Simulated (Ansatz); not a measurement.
SnSe under strain

Computed with DFT PBE, scalar-relativistic, plane waves, PAW in Ansatz 0.2.0. Settings: 420 eV cutoff, 8×8×6 k-mesh, Gaussian smearing of 0.02 eV, no spin polarisation.

Starting point, cell and atoms relaxed:

```xyz
4
Lattice="3.0308 3.0308 0.0000 -3.0308 3.0308 0.0000 0.0000 0.0000 6.0616" Properties=species:S:1:pos:R:3 pbc="T T T"
Sn    0.0000    0.0000    0.0000
Sn    0.0000    3.0308    3.0308
Se    0.0000    3.0308    0.0000
Se    0.0000    0.0000    3.0308
```

Deformation: c alone is stretched, the rest of the cell is held and the atoms relax, all within the symmetry that the strain leaves. Energies are extrapolated to zero smearing. Stress is positive in compression, on the Cartesian axes of the cell above.

Strains computed: -4.5, -3.0, -1.5, +1.5, +3.0, +4.5 %.

(1) At which strain does the energy stand 2.3 meV/atom over the relaxed crystal with σxx = -0.22, σyy = -0.22, σzz = -1.69 GPa?

Results:

(1) +1.5 %.

This rock-salt form isn't the usual stable structure of the compound.